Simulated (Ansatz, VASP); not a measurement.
## SrO in VASP and in Ansatz

```xyz
2
Lattice="3.0368 0.0000 0.0000 0.0000 3.0368 0.0000 0.0000 0.0000 3.0368" Properties=species:S:1:pos:R:3 pbc="T T T"
Sr    0.0000    0.0000    0.0000
O     1.5184    1.5184    1.5184
```

Change from the starting cell: hydrostatic strain -2.1%.

Alike in both runs: task single point; functional r2SCAN; k mesh 8 × 8 × 8; no spin polarisation.

|  | VASP | Ansatz |
| --- | --- | --- |
| version | VASP 6.6.1 | Ansatz 0.2.0 |
| potentials or method | VASP PAW PBE potentials, release 64 (Sr_sv, O) | plane waves, PAW |
| plane-wave cutoff (eV) | 520 | 500 |
| occupations | gaussian, width 0.01 eV | fixed |
| valence electrons in the cell | 16 | 16 |

```csv
,VASP,Ansatz,Ansatz less VASP
gap on the k mesh at the Fermi level (eV),3.24,3.31,+0.071
pressure (GPa),8.6,7.6,-1.01
```

Caveats: the PAW data sets were made with another functional, which shifts forces and pressure a little (VASP). A k mesh can miss the band edges.
